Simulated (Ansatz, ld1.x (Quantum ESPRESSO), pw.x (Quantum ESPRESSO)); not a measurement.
silver: one change to the TM potential, in the atom and in the sc crystal

Ag, norm-conserving Troullier–Martins (Kleinman–Bylander form), made with ld1.x (Quantum ESPRESSO) 7.5 (PBE, scalar-relativistic). Core [Kr], reference 4d10 5s1 5p0. Waves: 5p (bound, empty): rc 3.35 bohr; 4d (bound): rc 1.20 bohr; 5s (bound): rc 2.75 bohr. Local part: the s channel. Core correction: none.

Change: core correction a·sin(br)/r model core inside 1.36 bohr.

Cutoffs, loose and tight: the cutoffs (Ry, on a coarse ladder) from which the occupation-weighted sum of valence levels, in a spherical-Bessel basis at the reference potential, stays within 10 and 1 mRy of its value at 400 Ry. They do not see the model core or the augmentation charge, which bear on the density cutoff. Test errors are all-electron minus pseudo excitation energies from the reference, over the configurations 4d10 5s0 5p0; 4d9 5s0 5p0; 4d8 5s0 5p0; 4d10 5s0.5 5p0; 4d9 5s2 5p0; 4d7 5s0 5p0; 4d9 5s1 5p0; variants that change the core or the reference have their own tests.

Crystal test: sc Ag in pw.x 7.5, no spin, 12³ k-points, Fermi–Dirac smearing 0.01 Ry, cutoffs set for each file from its atomic test. The reference is all-electron LAPW (Ansatz 0.2.0) with the same functional, mesh and smearing; V0 and B0 come from Birch–Murnaghan fits to the pressures at five volumes. Errors are pseudo minus all-electron; Δ is the rms difference of the E(V) curves that follow from these fits, minima aligned, over ±6 % about the mean V0. Mesh and smearing are coarse, so the numbers serve the comparison and aren't converged zero-temperature values; the lattice is a test structure that the element need not adopt.

All-electron: a0 = 2.752 Å (V0 = 20.84 Å³/atom), B0 = 66.2 GPa.

Q: Does the change bring the crystal closer to the all-electron result?

A: The mean pressure error goes from +1.42 to +2.03 GPa, so the change moves the solid further from the all-electron pressures.

| quantity | base | changed |
| --- | --- | --- |
| outcome (atom) | generated | generated |
| cutoff, loose (atom) | 80 Ry | 80 Ry |
| cutoff, tight (atom) | 100 Ry | 100 Ry |
| bound ghosts (atom) | none | none |
| largest test error (meV) (atom) | -548 over the solved tests; 1 of 7 tests not solved or not reliable | -769 over the solved tests; 1 of 7 tests not solved or not reliable |
| cutoffs in pw.x (Ry) | 120/480 | 120/480 |
| a0 (Å) | 2.770 | 2.778 |
| a0 error (%) | +0.68 | +0.97 |
| B0 error (%) | -0.9 | -3.8 |
| Δ (meV/atom) | 6.2 | 8.8 |
| mean pressure error (GPa) | +1.42 | +2.03 |

Base: The largest radius (3.35 bohr) exceeds half the bond length (2.60 bohr), so the spheres overlap, which is one possible source of error among others. This is a poor potential for the solid. Atomic configuration tests: 1 of 7 tests not solved or not reliable. Changed file: The largest radius (3.35 bohr) exceeds half the bond length (2.60 bohr), so the spheres overlap, which is one possible source of error among others. This is a poor potential for the solid. Atomic configuration tests: 1 of 7 tests not solved or not reliable. The atomic cutoffs weigh occupied waves only.
